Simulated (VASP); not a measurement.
Input of a VASP 6.6.1 run:

Contents of run.py:

```python
from ase.calculators.vasp import Vasp
from ase.dft.bandgap import bandgap
from ase.io import read

atoms = read('Li2Se.xyz')
calc = Vasp(
    directory='calc',
    xc='lda',
    pp='LDA',
    setups='recommended',
    pp_version='54',
    prec='Accurate',
    encut=520,
    ediff=1e-06,
    ismear=0,
    sigma=0.05,
    lreal=False,
    lasph=True,
    nelm=60,
    algo='Fast',
    isif=2,
    lwave=False,
    lcharg=True,
    lelf=True,
    lvhar=True,
    kpts=[8, 8, 8],
    gamma=True,
    nbands=13,
)
atoms.calc = calc

print('energy (eV):', atoms.get_potential_energy())
print('free energy (eV):', atoms.get_potential_energy(force_consistent=True))
print('forces (eV/A):')
print(atoms.get_forces())
print('stress (eV/A^3, Voigt):', atoms.get_stress())
print('Fermi level (eV):', calc.get_fermi_level())
gap, top, bottom = bandgap(calc)
print('band gap (eV):', gap, 'from (spin, k, band)', top, 'to', bottom)
```

Li2Se.xyz

```xyz
3
Lattice="0.0000000000 3.0025000000 3.0025000000 3.0025000000 0.0000000000 3.0025000000 3.0025000000 3.0025000000 0.0000000000" Properties=species:S:1:pos:R:3 pbc="T T T"
Se     0.0000000000      0.0000000000      0.0000000000
Li     4.5037500000      4.5037500000      4.5037500000
Li     1.5012500000      1.5012500000      1.5012500000
```

Potentials or basis: VASP PAW LDA potentials, release 54 (Se, Li_sv).

The run is started by

```bash
$ python run.py
```

(1) Estimate the band gap on the k mesh.

## Answers

(1) 2.81 eV, indirect (least direct gap 3.21 eV).
